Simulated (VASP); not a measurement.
# AlN (P6_3mc) in VASP: dielectric tensor with r2SCAN

Aim: the dielectric tensor of AlN with r2SCAN.

Everything below comes from runs of VASP 6.6.1. Logs are shortened: lines on timing, memory, paths and dates and some standing lists are left out, and cuts for length are marked.

**What was measured.**

From “Structural and optical properties of self-assembled AlN nanowires grown on SiO2/Si substrates by molecular beam epitaxy”, 2024, arxiv:2402.00216, for a bulk crystal of AlN at 0 K: band gap 6.0343 eV (an exciton energy, a little under the gap).

The results are compared with them further down.

**1. The crystal as given**

It takes space group P6_3mc (No. 186, hexagonal). Conventional cell: a = 3.105 Å, b = 3.105 Å, c = 4.975 Å, α = 90.00°, β = 90.00°, γ = 120.00°. Around Al (site symmetry 3m) lie 4 N at 1.89 to 1.90 Å. Around N (site symmetry 3m) lie 4 Al at 1.89 to 1.90 Å.

**2. Dielectric tensor, r2SCAN**

Input file INCAR:

```
PREC = Accurate
ENCUT = 520
EDIFF = 1E-7
ISMEAR = 0
SIGMA = 0.02
LREAL = F
LASPH = T
NELM = 100
ALGO = Normal
ISIF = 2
LWAVE = F
LCHARG = F
METAGGA = R2SCAN
LMIXTAU = T
LCALCEPS = T
KPAR = 4
```

Input file KPOINTS:

```
Automatic mesh
0
Gamma
  12 12 6
```

Input file POSCAR:

```
AlN                                     
1.0
    3.1049958030      0.0000000000      0.0000000000
   -1.5524979015      2.6890052420      0.0000000000
    0.0000000000      0.0000000000      4.9751431069
  Al              N             
     2     2
Direct
     0.3333333300000021    0.6666666699999979    0.9991628523928497
     0.6666666699999979    0.3333333300000021    0.4991628523928497
     0.3333333300000021    0.6666666699999979    0.3808371476071528
     0.6666666699999979    0.3333333300000021    0.8808371476071528
```

Potentials or basis: VASP PAW PBE potentials, release 64 (Al, N).

Started as:

```bash
cat potpaw_PBE.64/Al/POTCAR potpaw_PBE.64/N/POTCAR > POTCAR
mpirun -np 4 vasp_std > vasp.out
```

OUTCAR:

```text
PREC = Accurate
   ENCUT = 520
   EDIFF = 1E-7
   ISMEAR = 0
   LREAL = F
   LASPH = T
   NELM = 100
   ISIF = 2
   METAGGA = R2SCAN

 ion  position               nearest neighbor table
   1  0.333  0.667  0.999-   4 1.89   4 1.89   4 1.89   3 1.90   2 3.07   2 3.07   2 3.07   2 3.07
                             2 3.07   2 3.07
   2  0.667  0.333  0.499-   3 1.89   3 1.89   3 1.89   4 1.90   1 3.07   1 3.07   1 3.07   1 3.07
                             1 3.07   1 3.07
   3  0.333  0.667  0.381-   2 1.89   2 1.89   2 1.89   1 1.90
   4  0.667  0.333  0.881-   1 1.89   1 1.89   1 1.89   2 1.90

  LATTYP: Found a hexagonal cell.
 ALAT       =     3.1049958030
 C/A-ratio  =     1.6023026833

  Lattice vectors:

 A1 = (   3.1049958030,   0.0000000000,   0.0000000000)
 A2 = (  -1.5524979015,   2.6890052420,   0.0000000000)
 A3 = (   0.0000000000,   0.0000000000,   4.9751431069)

Analysis of symmetry for initial positions (statically):
=====================================================================
 Subroutine PRICEL returns:
 Original cell was already a primitive cell.

 Routine SETGRP: Setting up the symmetry group for a
 hexagonal supercell.

 Subroutine GETGRP returns: Found 12 space group operations
 (whereof  6 operations were pure point group operations)
 out of a pool of 24 trial point group operations.

The static configuration has the point symmetry C_3v.
 The point group associated with its full space group is C_6v.

Analysis of symmetry for dynamics (positions and initial velocities):
=====================================================================
 Subroutine PRICEL returns:
 Original cell was already a primitive cell.

 Routine SETGRP: Setting up the symmetry group for a
 hexagonal supercell.

 Subroutine GETGRP returns: Found 12 space group operations
 (whereof  6 operations were pure point group operations)
 out of a pool of 24 trial point group operations.

The dynamic configuration has the point symmetry C_3v.
 The point group associated with its full space group is C_6v.

 Subroutine INISYM returns: Found 12 space group operations
 (whereof  6 operations are pure point group operations),
 and found     1 'primitive' translations

----------------------------------------------------------------------------------------

                                     Primitive cell

  volume of cell :      41.5392

  direct lattice vectors                    reciprocal lattice vectors
     3.104995803  0.000000000  0.000000000     0.322061627  0.185942367  0.000000000
    -1.552497901  2.689005242  0.000000000     0.000000000  0.371884734  0.000000000
     0.000000000  0.000000000  4.975143107     0.000000000  0.000000000  0.200999243

  length of vectors
     3.104995803  3.104995801  4.975143107     0.371884734  0.371884734  0.200999243

  position of ions in fractional coordinates (direct lattice)
     0.333333330  0.666666670  0.999162852
     0.666666670  0.333333330  0.499162852
     0.333333330  0.666666670  0.380837148
     0.666666670  0.333333330  0.880837148

  ion indices of the primitive-cell ions
   primitive index   ion index
                 1           1
                 2           2
                 3           3
                 4           4

----------------------------------------------------------------------------------------

 KPOINTS: Automatic mesh

Automatic generation of k-mesh.
 Grid dimensions read from file:
 generate k-points for:   12   12    6

 Generating k-lattice:

  Cartesian coordinates                     Fractional coordinates (reciprocal lattice)
     0.026838469  0.015495197  0.000000000     0.083333333  0.000000000  0.000000000
     0.000000000  0.030990395  0.000000000     0.000000000  0.083333333  0.000000000
     0.000000000  0.000000000  0.033499874     0.000000000  0.000000000  0.166666667

  Length of vectors
     0.030990395  0.030990395  0.033499874

  Shift w.r.t. Gamma in fractional coordinates (k-lattice)
     0.000000000  0.000000000  0.000000000

 Subroutine IBZKPT returns following result:
 ===========================================

 Found     76 irreducible k-points:

 Following reciprocal coordinates:
            Coordinates               Weight
  0.000000  0.000000  0.000000      1.000000
  0.083333 -0.000000  0.000000      6.000000
  0.166667  0.000000  0.000000      6.000000
  0.250000  0.000000  0.000000      6.000000
  0.333333 -0.000000  0.000000      6.000000
  0.416667  0.000000  0.000000      6.000000
[... 16 lines left out ...]
  0.250000  0.000000  0.166667     12.000000
  0.333333 -0.000000  0.166667     12.000000
 [... further k-points ...]
   k-points           NKPTS =     76   k-points in BZ     NKDIM =     76   number of bands    NBANDS=     12
   number of dos      NEDOS =    301   number of ions     NIONS =      4
   total plane-waves  NPLWV =  23040
   dimension x,y,z NGX =    24 NGY =   24 NGZ =   40
   dimension x,y,z NGXF=    48 NGYF=   48 NGZF=   80
   ions per type =               2   2
   NGX,Y,Z   is equivalent  to a cutoff of  12.85, 12.85, 13.37 a.u.
   NGXF,Y,Z  is equivalent  to a cutoff of  25.70, 25.70, 26.73 a.u.
 SYSTEM =  unknown system
   PREC   = accura    normal or accurate (medium, high low for compatibility)
   ISTART =      0    job   : 0-new  1-cont  2-samecut
   ICHARG =      2    charge: 1-file 2-atom 10-const
   ISPIN  =      1    spin polarized calculation?
   LNONCOLLINEAR =      F non collinear calculations
   LSORBIT =      F    spin-orbit coupling
   LASPH  =      T    aspherical Exc in radial PAW
   ENCUT  =  520.0 eV  38.22 Ry    6.18 a.u.   5.77  5.77  9.25*2*pi/ulx,y,z
   NELM   =    100;   NELMIN=  2; NELMDL= -5     # of ELM steps
   EDIFF  = 0.1E-06   stopping-criterion for ELM
   LREAL  =      F    real-space projection
   EDIFFG = 0.1E-05   stopping-criterion for IOM
   NSW    =      0    number of steps for IOM
   IBRION =     -1    ionic relax: 0-MD 1-quasi-New 2-CG
   NFREE  =      0    steps in history (QN), initial steepest desc. (CG)
   ISIF   =      2    stress and relaxation
   ISYM   =      2    0-nonsym 1-usesym 2-fastsym
   POTIM  = 0.5000    time-step for ionic-motion
   TEBEG  =    0.0;   TEEND  =   0.0 temperature during run
   PSTRESS=    0.0 pullay stress
   NELECT =      16.0000    total number of electrons
   NUPDOWN=      -1.0000    fix difference up-down
   EMIN   =  10.00;   EMAX   =-10.00  energy-range for DOS
   EFERMI =   0.00;   METHOD = LEGACY
   ISMEAR =     0;   SIGMA  =   0.02  broadening in eV -4-tet -1-fermi 0-gaus
   EFERMI_NEDOS =   21; number of points for ismear=-14 and -15
   IALGO  =     38    algorithm
   IMIX   =      4    mixing-type and parameters
     AMIX     =   0.40;   BMIX     =  1.00
     AMIX_MAG =   1.60;   BMIX_MAG =  1.00
  volume/ion in A,a.u.               =      10.38        70.08
  Fermi-wavevector in a.u.,A,eV,Ry     =   1.191138  2.250924 19.304078  1.418810
  Thomas-Fermi vector in A             =   2.327207
   LORBIT       =      0    0 simple, 1 ext, 2 COOP (PROOUT), +10 PAW based schemes
   METAGGA = R2SCAN    functional components
   LHFCALC =     F    Hartree Fock is set to
   AEXX    =    0.0000 exact exchange contribution
   IVDW    =     0    specifies the selected vdW correction
   LEPSILON=     F    determine dielectric tensor
   LRPA    =     F    only Hartree local field effects (RPA)
   LRPA       =     F
 non-spin polarized calculation
 Gauss-broadening in eV      SIGMA  =   0.02
  energy-cutoff  :      520.00
  volume of cell :       41.54
 maximum number of plane-waves:      1132
 NGX is ok and might be reduce to    24
   NGX = 11   NGY = 11   NGZ = 19

 Total electronic dipole moment: p[elc]=(    -0.00000     0.00000    -0.50183 ) |e| Angst

 number of electron      15.9999996 magnetization

 Free energy of the ion-electron system (eV)
  ---------------------------------------------------
  ext. energy  EPLUGINS =         0.00000000
  ---------------------------------------------------
  free energy    TOTEN  =       -38.45148877 eV

  energy without entropy =      -38.45148877  energy(sigma->0) =      -38.45148877

 E-fermi :   6.0363     XC(G=0): -11.4248

 val. band max:        5.9366431544   @ k =   0.0000   0.0000   0.0000
 cond. band min:   10000.0000000000   @ k =   0.0000   0.0000   0.0000
 fundamental gap:   9994.0633568456
 Fermi energy:         6.0362657529

 k-point     1 :       0.0000    0.0000    0.0000
  band No.  band energies     occupation
      1     -10.0563      2.00000
      2      -7.9284      2.00000
      3      -0.1418      2.00000
      4       5.0487      2.00000
      5       5.0487      2.00000
      6       5.7102      2.00000
      7       5.7102      2.00000
      8       5.9366      2.00000
      9   10000.0000      0.00000
     10   10000.0000      0.00000
     11   10000.0000      0.00000
     12   10000.0000      0.00000

 k-point     2 :       0.0833   -0.0000    0.0000
  band No.  band energies     occupation
      1      -9.9669      2.00000
      2      -7.8783      2.00000
      3      -0.0339      2.00000
      4       4.6387      2.00000
      5       4.9293      2.00000
      6       5.3066      2.00000
      7       5.6976      2.00000
      8       5.8979      2.00000
      9   10000.0000      0.00000
     10   10000.0000      0.00000
     11   10000.0000      0.00000
     12   10000.0000      0.00000
[... 301 lines left out ...]
 k-point    23 :       0.2500    0.0000    0.1667
  band No.  band energies     occupation
      1      -9.2094      2.00000
      2      -7.7105      2.00000
      3       0.9350      2.00000
      4       2.6062      2.00000
      5       3.2642      2.00000
      6       4.3946      2.00000
      7       5.4139      2.00000
      8       5.4222      2.00000
      9   10000.0000      0.00000
     10   10000.0000      0.00000
     11   10000.0000      0.00000
     12   10000.0000      0.00000

 k-point    24 :       0.3333   -0.0000    0.1667
  band No.  band energies     occupation
      1      -8.7311      2.00000
      2      -7.5213      2.00000
      3       0.9637      2.00000
      4       1.9442      2.00000
      5       2.5544      2.00000
      6       4.1207      2.00000
      7       5.1327      2.00000
      8       5.2617      2.00000
      9   10000.0000      0.00000
     10   10000.0000      0.00000
     11   10000.0000      0.00000
     12   10000.0000      0.00000

 [... further k-points ...]

------------------------ aborting loop because EDIFF is reached ----------------------------------------

            Ionic dipole moment: p[ion]=(     0.00000     0.00000    13.94706 ) |e| Angst

 Total electronic dipole moment: p[elc]=(    -0.00000    -0.00000    -0.49423 ) |e| Angst

 MACROSCOPIC STATIC DIELECTRIC TENSOR (including local field effects)
 ------------------------------------------------------
           4.117928    -0.000000    -0.000000
           0.000000     4.117928     0.000000
           0.000000     0.000000     4.311024
 ------------------------------------------------------

 PIEZOELECTRIC TENSOR (including local field effects) (e Angst)
          XX          YY          ZZ          XY          YZ          ZX
  --------------------------------------------------------------------------------
  x    -0.00000     0.00000     0.00000     0.00000     0.00000     0.84329
  y     0.00000    -0.00000     0.00000     0.00000     0.84328     0.00000
  z     0.65456     0.65456    -0.98219     0.00000     0.00000     0.00000

 PIEZOELECTRIC TENSOR (including local field effects) (C/m^2)
          XX          YY          ZZ          XY          YZ          ZX
  --------------------------------------------------------------------------------
  x    -0.00000     0.00000     0.00000     0.00000     0.00000     0.32526
  y     0.00000    -0.00000     0.00000     0.00000     0.32526     0.00000
  z     0.25247     0.25247    -0.37883     0.00000     0.00000     0.00000

 BORN EFFECTIVE CHARGES (including local field effects) (in |e|, cummulative output)
 ---------------------------------------------------------------------------------
 ion    1
    1     2.51063     0.00000     0.00000
    2     0.00000     2.51063    -0.00000
    3     0.00000     0.00000     2.66856
 ion    2
    1     2.51063     0.00000     0.00000
    2     0.00000     2.51063     0.00000
    3     0.00000     0.00000     2.66856
 ion    3
    1    -2.51063     0.00000     0.00000
    2    -0.00000    -2.51063    -0.00000
    3     0.00000     0.00000    -2.66856
 ion    4
    1    -2.51063     0.00000     0.00000
    2    -0.00000    -2.51063     0.00000
    3     0.00000    -0.00000    -2.66856

  FORCE on cell =-STRESS in cart. coord.  units (eV):
  Direction    XX          YY          ZZ          XY          YZ          ZX
  --------------------------------------------------------------------------------------
  -------------------------------------------------------------------------------------
  Total       -0.0027891     -0.0027891     -0.0014537      0.0000000      0.0000000      0.0000000
  in kB       -0.1075778     -0.1075778     -0.0560685      0.0000000      0.0000000      0.0000000
  external PRESSURE =      -0.0904080 kB  Pullay stress =       0.0000000 kB

 VOLUME and BASIS-vectors are now :
 -----------------------------------------------------------------------------
  energy-cutoff  :      520.00
  volume of cell :       41.54
      direct lattice vectors                 reciprocal lattice vectors
     3.104995803  0.000000000  0.000000000     0.322061627  0.185942367  0.000000000
    -1.552497901  2.689005242  0.000000000     0.000000000  0.371884734  0.000000000
     0.000000000  0.000000000  4.975143107     0.000000000  0.000000000  0.200999243

 POSITION                                       TOTAL-FORCE (eV/Angst)
 -----------------------------------------------------------------------------------
     -0.00000      1.79267      4.97098        -0.000000      0.000000     -0.000100
      1.55250      0.89634      2.48341         0.000000      0.000000     -0.000100
     -0.00000      1.79267      1.89472        -0.000000      0.000000      0.000100
      1.55250      0.89634      4.38229         0.000000     -0.000000      0.000100
 -----------------------------------------------------------------------------------
    total drift:                               -0.000009      0.000005     -0.025027

  FREE ENERGIE OF THE ION-ELECTRON SYSTEM (eV)
  ---------------------------------------------------
  free  energy   TOTEN  =       -38.4514887716 eV

  energy  without entropy=      -38.4514887716  energy(sigma->0) =      -38.45148877
```

Wall time 19 min (4 MPI ranks of Intel Xeon Platinum 8488C (Sapphire Rapids), shared host); peak memory 0.91 GiB.

Results:

```
Band gap on the k mesh                  : 4.94 eV, direct
Electronic dielectric tensor (diagonal) : 4.12, 4.12, 4.31
Born charges (mean of the diagonal)     : Al +2.56; N -2.56 e
```

Levels at points of the mesh, in eV from the valence-band top:
| k point | band 6 | band 7 | band 8 | band 9 | band 10 | band 11 |
| --- | --- | --- | --- | --- | --- | --- |
| (0.00, 0.00, 0.00) | -0.23 | -0.23 | 0.00 | 4.94 | 7.55 | 11.63 |
| (0.50, 0.00, 0.00) | -2.14 | -1.77 | -0.71 | 6.45 | 6.57 | 9.07 |
| (0.00, 0.00, 0.50) | -0.57 | -0.57 | -0.57 | 7.27 | 7.27 | 11.33 |
| (0.50, 0.00, 0.50) | -1.50 | -1.39 | -1.39 | 6.01 | 6.01 | 10.16 |

Electronic dielectric tensor:
```
4.12 0.00 0.00
0.00 4.12 0.00
0.00 0.00 4.31
```

Born effective charge tensors (e):
atom 1, Al
```
2.51 0.00 0.00
0.00 2.51 0.00
0.00 0.00 2.67
```
atom 2, Al
```
2.51 0.00 0.00
0.00 2.51 0.00
0.00 0.00 2.67
```
atom 3, N
```
-2.51  0.00  0.00
 0.00 -2.51  0.00
 0.00  0.00 -2.67
```
atom 4, N
```
-2.51  0.00  0.00
 0.00 -2.51  0.00
 0.00  0.00 -2.67
```

Dipole moments of the cell (e·Å, modulo the quantum): ionic 0.000, 0.000, 13.947; electronic 0.000, 0.000, -0.494

Caveat: the PAW data sets were made with another functional, which shifts forces and pressure a little.

**3. Against experiment**

Step 2. Against the measured gap of AlN, 6.0343 eV (an exciton energy, a little under the gap; 0 K; quoted in “Structural and optical properties of self-assembled AlN nanowires grown on SiO2/Si substrates by molecular beam epitaxy”, 2024, arxiv:2402.00216), the calculated 4.94 eV is off by -1.10 eV. 2 values of this kind are on record (6.034 to 6.0343 eV); this one was drawn at random. The value is that of r2SCAN on a finite k mesh, which can miss the band edges, without temperature or zero-point motion.
